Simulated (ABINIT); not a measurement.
# ScAl3 (Pm-3m) in ABINIT: a series of runs

The runs below take ScAl3 through equation of state, band structure, with PBE, LDA, rPW86PBE.

Program: ABINIT 10.8.3 (patched build). These are calculated values, not measurements. Logs are shortened: lines on timing, memory, paths and dates and some standing lists are left out, and cuts for length are marked. The log counts tension as positive stress, the text compression.

**Experimental background.**

From “A Combined Experimental and First-Principles Based Assessment of Finite-Temperature Thermodynamic Properties of Intermetallic Al3Sc”, 2021, pmc:8067998, for a bulk crystal of ScAl3 at 298 K: bulk modulus 91.5 ± 1.1 GPa.

The results are compared with them further down.

## Step 1: The crystal as given

Symmetry: Pm-3m, No. 221, cubic system. Conventional cell: a = 4.088 Å, b = 4.088 Å, c = 4.088 Å, α = 90.00°, β = 90.00°, γ = 90.00°. Sc (site symmetry m-3m) is surrounded by 12 Al at 2.89 Å. Al (site symmetry 4/mmm) is surrounded by 4 Sc at 2.89 Å and 8 Al at 2.89 Å.

The cell is a database's computed one.

## Step 2: Equation of state, PBE

File run.abi:

```
# Datasets: one volume each
ndtset 7
getwfk -1
scalecart1 3*0.9795861087
scalecart2 3*0.9864848297
scalecart3 3*0.9932883884
scalecart4 3*1.0000000000
scalecart5 3*1.0066227096
scalecart6 3*1.0131594038
scalecart7 3*1.0196128224

# Pseudopotentials
pp_dirpath "./"
pseudos "Sc.GGA_PBE-JTH.xml, Al.GGA_PBE-JTH.xml"

# Structure
acell 4.08780657 4.08780657 4.08780657 Angstrom
rprim
     1.0000000000     0.0000000000     0.0000000000
     0.0000000000     1.0000000000     0.0000000000
     0.0000000000     0.0000000000     1.0000000000
ntypat 2
znucl 21 13
natom 4
typat 1 2 2 2
xred
     0.0000000000     0.0000000000     0.0000000000
     0.5000000000     0.5000000000     0.0000000000
     0.0000000000     0.5000000000     0.5000000000
     0.5000000000     0.0000000000     0.5000000000

# Plane-wave basis
ecut 15.0
pawecutdg 30.0

# k points
kptopt 1
ngkpt 7 7 7
nshiftk 1
shiftk 0.0 0.0 0.0

# Exchange and correlation
ixc 11

# Bands and occupations
nband 14
occopt 3
tsmear 0.00183747

# SCF cycle
nstep 100
tolvrs 1.0e-9

# Output
iomode 3
prtwf 1
prtden 0
prteig 0
prtebands 0
enunit 1
```

Potentials or basis: JTH PAW PBE v2.0.

Run with:

```sh
$ abinit run.abi > log 2>&1
```

run.abo:

```text
.Version 10.8.3 of ABINIT
 DATASET    1 : space group Pm -3 m (#221); Bravais cP (primitive cubic)
================================================================================
 Values of the parameters that define the memory need for DATASET  1.
     intxc =       0    ionmov =       0      iscf =      17    lmnmax =      18
     lnmax =       6     mgfft =      30  mpssoang =       3    mqgrid =    3001
     natom =       4  nloc_mem =       2    nspden =       1   nspinor =       1
    nsppol =       1      nsym =      48    n1xccc =       1    ntypat =       2
    occopt =       3   xclevel =       2
       mpw =        1225          nfft =       27000          nkpt =          20
 PAW method is used; the additional fine FFT grid is defined by:
   mgfftf=        40    nfftf =     64000
================================================================================
================================================================================
[... 71 lines left out ...]
 DATASET    7 : space group Pm -3 m (#221); Bravais cP (primitive cubic)
================================================================================
 Values of the parameters that define the memory need for DATASET  7.
     intxc =       0    ionmov =       0      iscf =      17    lmnmax =      18
     lnmax =       6     mgfft =      30  mpssoang =       3    mqgrid =    3001
     natom =       4  nloc_mem =       2    nspden =       1   nspinor =       1
    nsppol =       1      nsym =      48    n1xccc =       1    ntypat =       2
    occopt =       3   xclevel =       2
       mpw =        1370          nfft =       27000          nkpt =          20
 PAW method is used; the additional fine FFT grid is defined by:
   mgfftf=        40    nfftf =     64000
================================================================================
================================================================================

--------------------------------------------------------------------------------
------------- Echo of variables that govern the present computation ------------
--------------------------------------------------------------------------------
 -outvars: echo values of preprocessed input variables --------
            acell      7.7248348730E+00  7.7248348730E+00  7.7248348730E+00 Bohr
              amu      4.49559100E+01  2.69815390E+01
             ecut      1.50000000E+01 Hartree
           enunit           1
           getwfk          -1
              ixc          11
           jdtset        1    2    3    4    5    6    7
         kptrlatt        7    0    0      0    7    0      0    0    7
          kptrlen1     5.29699865E+01
          kptrlen2     5.33430269E+01
          kptrlen3     5.37109215E+01
          kptrlen4     5.40738441E+01
          kptrlen5     5.44319595E+01
          kptrlen6     5.47854237E+01
          kptrlen7     5.51343848E+01
            natom           4
            nband          14
           ndtset           7
[... 155 lines left out ...]
- pspini: atom type   1  psp file is ./Sc.GGA_PBE-JTH.xml
 Pseudopotential format is: paw10
 basis_size (lnmax)=  6 (lmn_size= 18), orbitals=   0   0   1   1   2   2
 Spheres core radius: rc_sph= 2.41050872
 Shapefunction is BESSEL type: shapef(r,l)=aa(1,l)*jl(q(1,l)*r)+aa(2,l)*jl(q(2,l)*r)
 Radius for shape functions =  2.10063212
 Compensation charge density is not taken into account in XC energy/potential

- pspini: atom type   2  psp file is ./Al.GGA_PBE-JTH.xml
 Pseudopotential format is: paw10
 basis_size (lnmax)=  4 (lmn_size=  8), orbitals=   0   0   1   1
 Spheres core radius: rc_sph= 1.90363307
 Shapefunction is SIN type: shapef(r)=[sin(pi*r/rshp)/(pi*r/rshp)]**2
 Radius for shape functions =  1.60786206
 Compensation charge density is not taken into account in XC energy/potential

   9.45826179E+01                                ecore*ucvol(ha*bohr**3)
--------------------------------------------------------------------------------

================================================================================

--- !BeginCycle
iteration_state: {dtset: 1, }
solver: {iscf: 17, nstep: 100, nline: 4, wfoptalg: 10, }
tolerances: {tolvrs: 1.00E-09, }
...
[... 1348 lines left out ...]
-Cartesian components of stress tensor (GPa)         [Pressure= -3.7757E+00 GPa]
- sigma(1 1)=  3.77567519E+00  sigma(3 2)=  0.00000000E+00
- sigma(2 2)=  3.77567519E+00  sigma(3 1)=  0.00000000E+00
- sigma(3 3)=  3.77567519E+00  sigma(2 1)=  0.00000000E+00

== END DATASET(S) ==============================================================
================================================================================

 -outvars: echo values of variables after computation  --------
            acell      7.7248348730E+00  7.7248348730E+00  7.7248348730E+00 Bohr
           etotal1    -5.3402607546E+01
           etotal2    -5.3404580167E+01
           etotal3    -5.3405852155E+01
           etotal4    -5.3406484100E+01
           etotal5    -5.3406544460E+01
           etotal6    -5.3406080061E+01
           etotal7    -5.3405146923E+01
            fcart1    -0.0000000000E+00 -0.0000000000E+00 -0.0000000000E+00
                      -0.0000000000E+00 -0.0000000000E+00 -0.0000000000E+00
                      -0.0000000000E+00 -0.0000000000E+00 -0.0000000000E+00
                      -0.0000000000E+00 -0.0000000000E+00 -0.0000000000E+00
            fcart2    -0.0000000000E+00 -0.0000000000E+00 -0.0000000000E+00
                      -0.0000000000E+00 -0.0000000000E+00 -0.0000000000E+00
                      -0.0000000000E+00 -0.0000000000E+00 -0.0000000000E+00
                      -0.0000000000E+00 -0.0000000000E+00 -0.0000000000E+00
            fcart3    -0.0000000000E+00 -0.0000000000E+00 -0.0000000000E+00
                      -0.0000000000E+00 -0.0000000000E+00 -0.0000000000E+00
[... 66 lines left out ...]
                       2.0439032850E+00  2.0439032850E+00  0.0000000000E+00
                       0.0000000000E+00  2.0439032850E+00  2.0439032850E+00
                       2.0439032850E+00  0.0000000000E+00  2.0439032850E+00
           xangst5     0.0000000000E+00  0.0000000000E+00  0.0000000000E+00
                       2.0574394629E+00  2.0574394629E+00  0.0000000000E+00
                       0.0000000000E+00  2.0574394629E+00  2.0574394629E+00
                       2.0574394629E+00  0.0000000000E+00  2.0574394629E+00
           xangst6     0.0000000000E+00  0.0000000000E+00  0.0000000000E+00
                       2.0707998337E+00  2.0707998337E+00  0.0000000000E+00
                       0.0000000000E+00  2.0707998337E+00  2.0707998337E+00
                       2.0707998337E+00  0.0000000000E+00  2.0707998337E+00
           xangst7     0.0000000000E+00  0.0000000000E+00  0.0000000000E+00
                       2.0839899971E+00  2.0839899971E+00  0.0000000000E+00
                       0.0000000000E+00  2.0839899971E+00  2.0839899971E+00
                       2.0839899971E+00  0.0000000000E+00  2.0839899971E+00
             xred      0.0000000000E+00  0.0000000000E+00  0.0000000000E+00
                       5.0000000000E-01  5.0000000000E-01  0.0000000000E+00
                       0.0000000000E+00  5.0000000000E-01  5.0000000000E-01
                       5.0000000000E-01  0.0000000000E+00  5.0000000000E-01
 Calculation completed.
```

Wall time 98 s (1 thread of Arm Neoverse V1, shared host); peak memory 0.14 GiB.

What came out:

| Quantity | Value |
| --- | --- |
| Equilibrium volume | 17.28 Å³/atom |
| Bulk modulus | 87 GPa |
| Pressure derivative of the bulk modulus | 4.0 |

Energy against volume, from the lowest point:
```csv
volume (Å³/atom),energy (meV/atom)
16.052,26.78
16.394,13.36
16.735,4.71
17.077,0.41
17.419,0.00
17.760,3.16
18.102,9.51
```

Caveat: pressures at fixed basis lie under the slope of the energies.

## Step 3: Band structure, LDA

File run.abi:

```
# Datasets: ground state, then fixed potential
ndtset 2

# Pseudopotentials
pp_dirpath "./"
pseudos "Sc.upf, Al.upf"

# Structure
acell 7.7248348677 7.7248348677 7.7248348677
rprim
     1.0000000000     0.0000000000     0.0000000000
     0.0000000000     1.0000000000     0.0000000000
     0.0000000000     0.0000000000     1.0000000000
ntypat 2
znucl 21 13
natom 4
typat 1 2 2 2
xcart
     0.0000000000     0.0000000000     0.0000000000
     3.8624174339     3.8624174339     0.0000000000
     0.0000000000     3.8624174339     3.8624174339
     3.8624174339     0.0000000000     3.8624174339

# Plane-wave basis
ecut 39.0

# Exchange and correlation
ixc 7

# Bands and occupations
occopt 3
tsmear 0.05 eV

# SCF cycle
nstep 100

# Output
iomode 3
prtwf 0
prteig 0
prtebands 0
prtden1 1

# Dataset 1
kptopt1 1
ngkpt1 7 7 7
nshiftk1 1
shiftk1 0.0 0.0 0.0
nband1 14
tolvrs1 1.0e-10

# Dataset 2: bands along G-X-M-G-R-X
iscf2 -2
getden2 1
nband2 18
nbdbuf2 2
tolwfr2 1.0e-12
kptopt2 -5
ndivsm2 6
prteig2 1
prtvol2 -3
kptbounds2
     0.0000000000     0.0000000000     0.0000000000
     0.0000000000     0.5000000000     0.0000000000
     0.5000000000     0.5000000000     0.0000000000
     0.0000000000     0.0000000000     0.0000000000
     0.5000000000     0.5000000000     0.5000000000
     0.0000000000     0.5000000000     0.0000000000
```

Potentials or basis: PseudoDojo NC SR LDA v0.4.1 standard.

Run with:

```sh
$ abinit run.abi > log 2>&1
```

run.abo:

```text
.Version 10.8.3 of ABINIT
 DATASET    1 : space group Pm -3 m (#221); Bravais cP (primitive cubic)
================================================================================
 Values of the parameters that define the memory need for DATASET  1.
     intxc =       0    ionmov =       0      iscf =       7    lmnmax =       6
     lnmax =       6     mgfft =      45  mpssoang =       3    mqgrid =    3001
     natom =       4  nloc_mem =       1    nspden =       1   nspinor =       1
    nsppol =       1      nsym =      48    n1xccc =    2501    ntypat =       2
    occopt =       3   xclevel =       1
       mpw =        5397          nfft =       91125          nkpt =          20
================================================================================
================================================================================

 DATASET    2 : space group Pm -3 m (#221); Bravais cP (primitive cubic)
================================================================================
[... 769 lines left out ...]
== END DATASET(S) ==============================================================
================================================================================

 -outvars: echo values of variables after computation  --------
            acell      7.7248348677E+00  7.7248348677E+00  7.7248348677E+00 Bohr
           etotal1    -5.5525548906E+01
            fcart1    -0.0000000000E+00 -0.0000000000E+00 -0.0000000000E+00
                      -0.0000000000E+00 -0.0000000000E+00 -0.0000000000E+00
                      -0.0000000000E+00 -0.0000000000E+00 -0.0000000000E+00
                      -0.0000000000E+00 -0.0000000000E+00 -0.0000000000E+00
           strten1     1.3520527056E-04  1.3520527056E-04  1.3520527056E-04
                       0.0000000000E+00  0.0000000000E+00  0.0000000000E+00
           xangst      0.0000000000E+00  0.0000000000E+00  0.0000000000E+00
                       2.0439032836E+00  2.0439032836E+00  0.0000000000E+00
                       0.0000000000E+00  2.0439032836E+00  2.0439032836E+00
                       2.0439032836E+00  0.0000000000E+00  2.0439032836E+00
             xred      0.0000000000E+00  0.0000000000E+00  0.0000000000E+00
                       5.0000000000E-01  5.0000000000E-01  0.0000000000E+00
                       0.0000000000E+00  5.0000000000E-01  5.0000000000E-01
                       5.0000000000E-01  0.0000000000E+00  5.0000000000E-01
 Calculation completed.
```

It took 3 min on 1 thread of Arm Neoverse V1, shared host; peak memory 0.12 GiB.

What came out:

| Quantity | Value |
| --- | --- |
| Free energy | -1510.9272 eV |
| Pressure | -4.0 GPa |
| Band gap on the k mesh | none (metal or under the smearing width) |
| Valence electrons inside the program's atomic spheres | Sc 8.56; Al 0.92 |

Levels at the corners of the path, in eV from the Fermi level:
```tsv
point	band 7	band 8	band 9	band 10	band 11	band 12	band 13	band 14
Γ	-2.54	-1.68	-1.68	-1.68	1.36	1.36	1.36	1.41
X	-1.61	-1.61	-1.38	0.85	1.13	1.13	1.52	1.69
M	-5.51	-4.23	-0.45	-0.45	1.33	1.45	2.11	2.51
Γ	-2.54	-1.68	-1.68	-1.68	1.36	1.36	1.36	1.41
R	-4.71	-4.32	-2.80	-2.80	-2.80	1.05	2.62	2.62
X	-1.61	-1.61	-1.38	0.85	1.13	1.13	1.52	1.69
```

## Step 4: Band structure, rPW86PBE

File run.abi:

```
ndtset 2

pp_dirpath "./"
pseudos "Sc.GGA_PBE-JTH.xml, Al.GGA_PBE-JTH.xml"

acell 4.08780657 4.08780657 4.08780657 Angstrom
rprim
     1.0000000000     0.0000000000     0.0000000000
     0.0000000000     1.0000000000     0.0000000000
     0.0000000000     0.0000000000     1.0000000000
ntypat 2
znucl 21 13
natom 4
typat 1 2 2 2
xred
     0.0000000000     0.0000000000     0.0000000000
     0.5000000000     0.5000000000     0.0000000000
     0.0000000000     0.5000000000     0.5000000000
     0.5000000000     0.0000000000     0.5000000000

ecut 20.0
pawecutdg 40.0

ixc -144130

occopt 3
tsmear 0.05 eV

nstep 100

iomode 3
prtwf 0
prteig 0
prtebands 0
enunit 1
prtden1 1
prtvha1 1
prtvclmb1 1
prtpot1 1

kptopt1 1
ngkpt1 7 7 7
nshiftk1 1
shiftk1 0.0 0.0 0.0
nband1 14
tolvrs1 1.0e-9

iscf2 -2
getden2 1
nband2 18
nbdbuf2 2
tolwfr2 1.0e-12
kptopt2 -5
ndivsm2 8
prteig2 1
kptbounds2
     0.0000000000     0.0000000000     0.0000000000
     0.0000000000     0.5000000000     0.0000000000
     0.5000000000     0.5000000000     0.0000000000
     0.0000000000     0.0000000000     0.0000000000
     0.5000000000     0.5000000000     0.5000000000
     0.0000000000     0.5000000000     0.0000000000
```

Potentials or basis: JTH PAW PBE v2.0.

Run with:

```sh
$ abinit run.abi > log 2>&1
```

It took 77 s on 1 thread of Arm Neoverse V1, shared host; peak memory 0.15 GiB.

The run converged. Its results:

```
Free energy                                           : -1455.7877 eV
Pressure                                              : 1.5 GPa
Band gap on the k mesh                                : none (metal or under the smearing width)
Valence electrons inside the program's atomic spheres : Sc 9.33; Al 0.76
```

Levels at the corners of the path, in eV from the Fermi level:
```
point  band 7  band 8  band 9  band 10  band 11  band 12  band 13  band 14
    Γ   -2.55   -1.72   -1.72    -1.72     1.38     1.38     1.38     1.40
    X   -1.62   -1.62   -1.39     0.89     1.11     1.11     1.48     1.71
    M   -5.56   -4.27   -0.45    -0.45     1.30     1.46     2.16     2.56
    Γ   -2.55   -1.72   -1.72    -1.72     1.38     1.38     1.38     1.40
    R   -4.72   -4.37   -2.86    -2.86    -2.86     1.08     2.67     2.67
    X   -1.62   -1.62   -1.39     0.89     1.11     1.11     1.48     1.71
```

Caveat: the PAW data sets were made with another functional, which shifts forces and pressure a little.

## Step 5: Overview

```csv
task,level,potentials or basis,cutoff (eV),fine-grid cutoff,gap on the mesh (eV),pressure (GPa)
equation of state,PBE,JTH PAW PBE v2.0,408,816.342 eV,-,-
band structure,LDA,PseudoDojo NC SR LDA v0.4.1 standard,1061,-,none,-4.0
band structure,rPW86PBE,JTH PAW PBE v2.0,544,1088.46 eV,none,1.5
```

Alike in all rows: no spin polarisation; cell as given; k mesh 7 × 7 × 7; smearing fermi-dirac 0.05 eV.

Caveats: pressures at fixed basis lie under the slope of the energies (some runs); the PAW data sets were made with another functional, which shifts forces and pressure a little (some runs).

Total energies depend on the potentials used, so only differences within one code and one set of settings carry meaning.

## Step 6: Against experiment

Step 2. Against the measured bulk modulus of ScAl3, 91.5 GPa (298 K; quoted in “A Combined Experimental and First-Principles Based Assessment of Finite-Temperature Thermodynamic Properties of Intermetallic Al3Sc”, 2021, pmc:8067998), the calculated 87 GPa is off by -4.4 %. The fit is for a static lattice scaled at fixed shape and fixed fractional positions.
